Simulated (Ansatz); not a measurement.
Density of states of TiPt3 (Pm-3m, a = 3.948 Å, b = 3.948 Å, c = 3.948 Å, α = 90.00°, β = 90.00°, γ = 90.00°), in states per eV and primitive cell, averaged over bins of 0.4 eV. All numbers below come from DFT PBE, scalar-relativistic, plane waves, PAW (Ansatz 0.2.0).

Settings: cutoff 420 eV, Γ-centred mesh 10×10×10 on the computed 4-atom cell, Gaussian smearing of 0.10 eV; no spin polarisation.

The cell is relaxed at this level. The states (both spins) are summed by tetrahedra on a 15×15×15 mesh at the self-consistent density. Energies are bin centres; the table starts no lower than −8 eV and ends at 6 eV, or lower where the solved bands end.

It is a metal at this level.

| E − E_F (eV) | total | Pt 5d | Ti 3d | Pt 6s | Ti 4s |
| --- | --- | --- | --- | --- | --- |
| -7.85 | 0.71 | 0.09 | 0.01 | 0.49 | 0.09 |
| -7.45 | 1.00 | 0.22 | 0.02 | 0.65 | 0.08 |
| -7.05 | 1.65 | 0.76 | 0.10 | 0.71 | 0.05 |
| -6.65 | 2.14 | 1.38 | 0.16 | 0.48 | 0.10 |
| -6.25 | 6.14 | 4.19 | 0.45 | 1.04 | 0.38 |
| -5.85 | 6.51 | 5.47 | 0.39 | 0.42 | 0.17 |
| -5.45 | 5.19 | 4.56 | 0.29 | 0.19 | 0.08 |
| -5.05 | 4.46 | 3.97 | 0.24 | 0.11 | 0.05 |
| -4.65 | 5.02 | 4.51 | 0.24 | 0.14 | 0.04 |
| -4.25 | 6.43 | 5.63 | 0.38 | 0.24 | 0.06 |
| -3.85 | 5.41 | 4.62 | 0.28 | 0.31 | 0.05 |
| -3.45 | 6.25 | 5.29 | 0.52 | 0.29 | 0.03 |
| -3.05 | 6.96 | 5.76 | 0.79 | 0.26 | 0.04 |
| -2.65 | 5.74 | 4.87 | 0.54 | 0.18 | 0.02 |
| -2.25 | 5.89 | 5.05 | 0.47 | 0.15 | 0.04 |
| -1.85 | 4.26 | 3.18 | 0.56 | 0.15 | 0.19 |
| -1.45 | 3.89 | 2.43 | 0.76 | 0.16 | 0.29 |
| -1.05 | 2.03 | 1.47 | 0.27 | 0.07 | 0.08 |
| -0.65 | 2.58 | 2.26 | 0.19 | 0.04 | 0.03 |
| -0.25 | 1.25 | 1.03 | 0.16 | 0.02 | 0.01 |
| 0.15 | 3.71 | 0.88 | 2.60 | 0.10 | 0.01 |
| 0.55 | 8.11 | 1.84 | 5.75 | 0.20 | 0.05 |
| 0.95 | 7.11 | 2.26 | 4.22 | 0.44 | 0.03 |
| 1.35 | 3.72 | 1.02 | 1.93 | 0.52 | 0.05 |
| 1.75 | 2.01 | 0.42 | 1.09 | 0.28 | 0.03 |
| 2.15 | 0.71 | 0.12 | 0.28 | 0.13 | 0.01 |
| 2.55 | 0.62 | 0.08 | 0.22 | 0.08 | 0.03 |
| 2.95 | 1.65 | 0.18 | 0.57 | 0.34 | 0.15 |
| 3.35 | 1.52 | 0.16 | 0.37 | 0.37 | 0.16 |
| 3.75 | 1.23 | 0.11 | 0.21 | 0.31 | 0.12 |
| 4.15 | 1.09 | 0.09 | 0.14 | 0.29 | 0.10 |
| 4.55 | 1.01 | 0.07 | 0.09 | 0.28 | 0.09 |

The columns after the total are the main Löwdin projections on the occupied valence shells of the potentials; 2 others are left out. The rest of the total lies in those, in shells that are empty in the free atom, which aren't projected, and between the atoms.

Spin-orbit coupling is left out, which matters for the bands of heavy elements.

Cost: 1 run of about 0.72 core-minutes, on Arm Neoverse V1 (shared hosts).